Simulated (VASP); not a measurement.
The system is In.

```
In
1.0
    -1.69471    1.69471    2.29737
     1.69471   -1.69471    2.29737
     1.69471    1.69471   -2.29737
In
1
Direct
  0.00000 0.00000 0.00000
```

- Program: VASP 6.6.1
- Task: relaxation of cell and atoms
- Functional: LDA
- Potentials or basis: VASP PAW LDA potentials, release 64 (In_d)
- Cutoff: 600 eV
- k mesh: 18 × 18 × 18
- Occupations: gaussian, width 0.1 eV
- Spin: no spin polarisation

At the start: pressure -2.9 GPa; volume 26.39 Å³/atom.

**Question.** Where does the relaxation end?

**Answer.** Over 9 steps the energy falls by 17.5 meV/atom and the volume is 24.69 Å³/atom (-6.5 %); space group Fm-3m (No. 225, to 0.05 Å).

Step by step:
| step | energy change (eV) | largest force (eV/Å) | pressure (GPa) | volume (Å³) |
| --- | --- | --- | --- | --- |
| 1 | 0.0000 | 0.0000 | -2.90 | 26.39 |
| 2 | -0.0168 | 0.0000 | 0.13 | 24.61 |
| 3 | -0.0169 | 0.0000 | -0.03 | 24.67 |
| 4 | -0.0169 | 0.0000 | -0.01 | 24.67 |
| 5 | -0.0170 | 0.0000 | -0.02 | 24.68 |
| 6 | -0.0173 | 0.0000 | -0.02 | 24.69 |
| 7 | -0.0175 | 0.0000 | -0.06 | 24.72 |
| 8 | -0.0173 | 0.0000 | 0.33 | 24.54 |
| 9 | -0.0175 | 0.0000 | 0.02 | 24.69 |

Final structure:
```cif
data_structure
_symmetry_space_group_name_H-M 'P 1'
_symmetry_Int_Tables_number 1
_cell_length_a 3.2668
_cell_length_b 3.2668
_cell_length_c 3.2668
_cell_angle_alpha 119.902
_cell_angle_beta 119.902
_cell_angle_gamma 90.170
_cell_volume 24.69
loop_
_atom_site_label
_atom_site_type_symbol
_atom_site_fract_x
_atom_site_fract_y
_atom_site_fract_z
_atom_site_occupancy
In1 In 0.00000 0.00000 0.00000 1
```
